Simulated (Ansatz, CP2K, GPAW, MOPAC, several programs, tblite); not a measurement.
# Many methods on one cell: PtSe2 (fluorite)

Fluorite PtSe2, relaxed with r2SCAN in Ansatz, was computed with several methods. Space group Fm-3m (No. 225), cubic; conventional cell a = 6.262 Å, 20.46 Å³ an atom. Pt is surrounded by 8 Se at 2.71 Å; Se is surrounded by 4 Pt at 2.71 Å. No spin polarisation and no zero-point or thermal motion; the cell was built from a prototype and may be hypothetical.

```
Pt Se
1.0
     0.00000    3.13090    3.13090
     3.13090    0.00000    3.13090
     3.13090    3.13090    0.00000
Pt Se
1 2
Cartesian
  0.0000 0.0000 0.0000
  1.5654 1.5654 1.5654
  4.6963 4.6963 4.6963
```

Gaps and times are for a single point on this cell; volume and bulk modulus come from each method's own relaxation or energy curve at fixed shape. Times are rough, from shared hosts (Arm Neoverse V1), and each method has its own mesh and cell size. PM7 (MOPAC): levels, charges or heat of formation failed a check of plausibility, so no values are given. PM7 (MOPAC), GFN1-xTB (tblite), GFN2-xTB (tblite) treat a cluster of cells at its zone centre, which samples few k points: where these miss a band edge, the gap comes out too large for that reason alone. Gaps from k meshes are read at a limited set of points (mesh, symmetry points, PBE's band edges), so each method's own least gap may be somewhat smaller. xTB and the PM methods were fitted mostly to molecules, and can miss a solid's gap by electronvolts. Minimal bases can be far off for gaps. d marks a direct gap, i an indirect one (no mark: not told apart), a dash a value that wasn't computed or didn't pass its checks.

| method | kind | gap (eV) | own volume (Å³/atom) | bulk modulus (GPa) | atoms computed | processor time |
| --- | --- | --- | --- | --- | --- | --- |
| light PBE (260 eV and a coarse mesh) | light plane-wave | overlap 0.47 | – | – | 3 | 1.1 s |
| PBE | semilocal | overlap 0.47 | 20.76 | 108 | 3 | 3.9 s |
| PBE/SZV (CP2K) | small basis | overlap 0.38 | – | – | 3 | 6.7 s |
| PBE/single zeta (GPAW) | small basis | overlap 0.39 | – | – | 3 | 9.5 s |
| GFN1-xTB (tblite) | tight binding | 0 | 19.57 | 126 | 96 | 9.8 s |
| r2SCAN | semilocal | overlap 0.43 | 20.46 | 115 | 3 | 10 s |
| PBE/DZVP (CP2K) | small basis | overlap 0.44 | 20.84 | 109 | 3 | 17 s |
| GFN2-xTB (tblite) | tight binding | 0 | 22.11 | 78 | 96 | 17 s |
| PM7 (MOPAC) | semi-empirical | – | – | – | 96 | 110 s |

Volumes against r2SCAN's: PBE +1.4 %, GFN1-xTB (tblite) -4.4 %, PBE/DZVP (CP2K) +1.8 %, GFN2-xTB (tblite) +8.0 %.

With PBE and r2SCAN the bands overlap or touch, or nearly. Semilocal functionals can close a real gap, so this doesn't show a metal; small gaps of other methods may in turn close between the points read or with spin-orbit coupling, and the solid may be a semimetal.

Spin-orbit coupling is left out, which matters wherever the heavy atoms make up the band edges.
